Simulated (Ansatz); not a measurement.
# C3H2N2: small, medium and large basis sets

Aim: see how fast density functionals converge with the basis set for C3H2N2.

Program: Ansatz 0.2.0, Gaussian basis. Level of theory: one geometry, several basis sets. These are calculated values, not measurements.

Levels to be run: PBE0-D4/def2-SVP; ωB97M-V/def2-SVP; PBE0-D4/def2-QZVPP; ωB97M-V/def2-QZVPP; the functionals' def2-TZVPP values are taken from earlier runs.

## Step 1: The relaxed structure

The geometry comes from an earlier relaxation with PBE0-D4 in a triple-zeta def2 set; it is a stationary point, not always the lowest conformer.

SMILES `N#CCC#N`, 7 atoms, charge 0, spin multiplicity 1.

Atoms are counted from 1 here; the program's logs count them from 0.

Bond lengths: N1–C2 1.147 Å, C2–C3 1.458 Å, C3–C4 1.458 Å, C3–H6 1.094 Å, C3–H7 1.094 Å, C4–N5 1.147 Å. Angles: N1–C2–C3 178.6°, C2–C3–C4 112.8°, C2–C3–H6 109.1°, C2–C3–H7 109.1°, C4–C3–H6 109.1°, C4–C3–H7 109.1°, H6–C3–H7 107.3°, C3–C4–N5 178.6°.

As a file:

```
N    -0.58551   -2.22152    0.65766
C    -0.39104   -1.10550    0.47546
C    -0.16259    0.31983    0.27246
C     0.64810    0.59981   -0.90626
N     1.28428    0.84698   -1.82859
H     0.33397    0.73307    1.15592
H    -1.12720    0.82732    0.17335
```

## Step 2: PBE0-D4 in def2-SVP

Input file in.yaml:

```yaml
crystal:
  periodic: [false, false, false]
  atoms:
    - {symbol: N, position_ang: [-0.585513, -2.221524, 0.657657]}
    - {symbol: C, position_ang: [-0.391036, -1.105500, 0.475461]}
    - {symbol: C, position_ang: [-0.162591, 0.319831, 0.272455]}
    - {symbol: C, position_ang: [0.648097, 0.599815, -0.906256]}
    - {symbol: N, position_ang: [1.284279, 0.846981, -1.828594]}
    - {symbol: H, position_ang: [0.333967, 0.733071, 1.155917]}
    - {symbol: H, position_ang: [-1.127204, 0.827317, 0.173349]}
basis:
  gaussian: {orbitals: def2-SVP}
hamiltonian: {xc: pbe0, dispersion: d4}
output: {orbitals: {seedname: orbitals}}
```

Launch:

```console
ansatz run in.yaml --threads 4 --pin off --events-out ev --progress --plain --max-ram 10444MiB
```

The runs that follow: ωB97M-V in def2-SVP; PBE0-D4 in def2-QZVPP; ωB97M-V in def2-QZVPP.

Q: Predict the results of all the runs planned. Wanted: PBE0-D4: double and triple zeta above quadruple; ωB97M-V: double and triple zeta above quadruple.

The runs gave:

| quantity | value |
| --- | --- |
| PBE0-D4: double and triple zeta above quadruple | 7.22, 0.31 eV |
| ωB97M-V: double and triple zeta above quadruple | 7.45, 0.28 eV |

In words: For PBE0-D4 the step from double to triple zeta gains 6.91 eV and the next only 0.31 eV. Total energies overstate the basis error of differences, where much of it tends to cancel. The LUMO of ωB97M-V is positive and keeps falling with the basis (2.01 to 0.97 eV): an unbound level that the basis holds in place.
